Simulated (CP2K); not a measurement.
**Ge under changes of volume**

One of the cells (22.639 Å³/atom); the others are scaled copies at fixed shape and fractional positions:

```
Ge
1.0
     4.00068    0.00000    0.00000
     2.00034    3.46469    0.00000
     2.00034    1.15490    3.26654
Ge
2
Direct
  0.75000 0.75000 0.75000
  0.50000 0.50000 0.50000
```

```yaml
Program: CP2K 2026.2
Functional: r2SCAN
Potentials_or_basis: POTENTIAL_UZH Ge GTH-SCAN-q4; TZVP-MOLOPT-SCAN-GTH basis
Density_cutoff: 9184 eV
k_mesh: 8 × 8 × 8
Occupations: fermi-dirac, width 0.0259 eV
Spin: no spin polarisation
```

```tsv
volume (Å³/atom)	energy over the lowest point (meV/atom)	pressure (GPa)	gap on the mesh (eV)
21.281	1.94	1.5	0.71
21.733	0.00	-0.1	0.64
22.186	2.58	-1.7	0.56
22.639	?	?	?
23.092	19.37	-4.2	0.28
23.545	32.73	-5.2	0.08
23.997	48.65	-6.1	none
```

**Question.** What does the run at 22.639 Å³/atom give?

**Answer.** Energy over the lowest point 9.19 meV/atom; pressure -3.0 GPa; gap on the mesh 0.48 eV.

Worked out: A Birch-Murnaghan fit of order 3 (a polynomial in V^(-2/3)) to the other rows has its minimum at 21.69 Å³/atom with B0 = V·E''(V) = 78 GPa and B' = 5.2. It gives 9.22 meV/atom at 22.639 Å³/atom, against the run's 9.19, and -dE/dV = -3.0 GPa, against -3.0.

Energies are extrapolated to zero smearing.

Caveats: the basis of atomic orbitals isn't converged, which shifts pressures, moduli and gaps.

A mesh can miss the band edges. Spin-orbit coupling on Ge is left out.

A gap of «none» marks a metal or a gap under the smearing width.
